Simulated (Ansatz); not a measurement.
# FeO: the cost of one run

Method: DFT PBE, scalar-relativistic, plane waves, PAW, in Ansatz 0.2.0.

## Step 1: The structure to begin with

The structure is triclinic, space group P1 (No. 1). The conventional cell has a = 3.155 Å, b = 5.350 Å, c = 5.353 Å, α = 100.13°, β = 106.31°, γ = 90.55°. Around Fe (site symmetry 1) lie 6 O at 2.09 to 2.27 Å. Fe (site symmetry 1) is surrounded by 6 O at 2.12 to 2.26 Å. Around Fe (site symmetry 1) lie 6 O at 2.09 to 2.28 Å. Fe (site symmetry 1) has 6 O at 2.15 to 2.26 Å as nearest neighbours. O (site symmetry 1) has 6 Fe at 2.10 to 2.27 Å as nearest neighbours. O (site symmetry 1) is surrounded by 6 Fe at 2.09 to 2.27 Å. Around O (site symmetry 1) lie 6 Fe at 2.09 to 2.28 Å.

Cell or atoms stand a little off a more symmetric structure (Fm-3m at a tolerance of 0.3 Å), so results at this geometry aren't those of that ideal crystal.

Coordinates:

```
CELL_PARAMETERS angstrom
3.15463 0.00000 0.00000
-0.05170 5.34940 0.00000
-1.50344 -0.95623 5.04773
ATOMIC_POSITIONS crystal
Fe 0.49578 0.50063 0.99901
Fe 0.75123 0.25075 0.49962
Fe 0.00268 0.99984 0.00130
Fe 0.24961 0.75090 0.49978
O 0.87226 0.64361 0.74808
O 0.39003 0.14308 0.74941
O 0.11163 0.35592 0.25050
O 0.62677 0.85527 0.25230
```

(A quick probe on a coarse mesh, which set the mesh and smearing, is not shown.)

## Step 3: A loose first relaxation

File input.yaml:

```yaml
crystal:
  lattice:
    - [3.1546289362, 0.0, 0.0]
    - [-0.0517029465, 5.349404827, 0.0]
    - [-1.5034383105, -0.9562319047, 5.0477312653]
  atoms:
    - { symbol: Fe, position: [0.495784, 0.500626, 0.999008], spin: 3.74 }
    - { symbol: Fe, position: [0.75123, 0.250754, 0.499625], spin: 3.77 }
    - { symbol: Fe, position: [0.00268, 0.999844, 0.001298], spin: 3.74 }
    - { symbol: Fe, position: [0.249611, 0.750896, 0.499775], spin: 3.8 }
    - { symbol: O, position: [0.872262, 0.643608, 0.748079], spin: 0.34 }
    - { symbol: O, position: [0.390034, 0.143084, 0.749411], spin: 0.34 }
    - { symbol: O, position: [0.111627, 0.355918, 0.250501], spin: 0.34 }
    - { symbol: O, position: [0.626772, 0.855272, 0.252302], spin: 0.34 }
basis:
  ecutwfc: 420
kpoints:
  mp_grid: { grid: [6, 4, 4] }
hamiltonian:
  xc: pbe
scf:
  occupations: { method: gaussian, width: 0.1 }
  lower_state_search: "off"
output:
  forces: true
  stress: true
  eigenvalues: true
  populations: true
magnetization:
  spin_polarized: true
relax:
  adjacent_minimum: "off"
  f_tol: 0.04
  max_steps: 70
  cell: { stress_tol: 0.4 }
```

Started as:

```console
ansatz run input.yaml --threads 4 --pin off --max-ram 10240MiB --backend cpu --events-out ev --progress --plain --runs-dir out
```

Q: Estimate wall time and peak memory on 4 threads of Intel Xeon 6975P-C (Granite Rapids), shared host.

About 2 min, with a peak of 0.75 GiB.
